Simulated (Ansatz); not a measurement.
**HfN under pressure: fit and missing row**

HfN, P6_3/mmc, a = 3.159 Å, c = 5.451 Å. This isn't the usual stable structure of the compound. Ansatz: PBE, PAW, 420 eV, Γ-centred 18×18×8 mesh on 4 atoms, Gaussian smearing 0.10 eV; no spin polarisation. Cell and atoms are relaxed at each pressure, and no other structure is tried, so the rows at high pressure may lie past a change of phase.

| V (Å³/atom) | P (GPa) |
| --- | --- |
| 10.445 | 40.04 |
| 11.016 | 19.98 |
| 11.366 | 9.99 |
| 11.561 | 5.05 |
| ? | 2.04 |
| 11.780 | 0.00 |
| 11.874 | -2.04 |

Take V0 = 11.780 Å³/atom, fit the third-order Birch–Murnaghan form to the other rows, and predict the missing volume.

With the Eulerian strain f = ½[(V0/V)^(2/3) − 1] and y = P/[3f(1 + 2f)^(5/2)], the form is the line y = B0 + 1.5 B0 (B0′ − 4) f. Rows (f, y): 0.04174, 261.7; 0.02286, 260.5; 0.01207, 259.9; 0.00629, 259.4; -0.00264, 261.0. Means f = 0.01606, y = 260.50; Σ(Δf)² = 0.001167, ΣΔfΔy = 0.03461; the slope is their ratio. y = 260.0 + 29.66 f GPa, so B0 = 260.0 GPa and B0′ = 4 + 2 × (29.66)/(3 × 260.0) = 4.08. P = 2.04 GPa is met at f = 0.00258 (y = 260.08), so V = V0 (1 + 2f)^(−3/2) = 11.689 Å³/atom. The run gave 11.689 Å³/atom, the same to the digits shown.

Spin–orbit coupling is left out, which can shift energies with elements as heavy as these.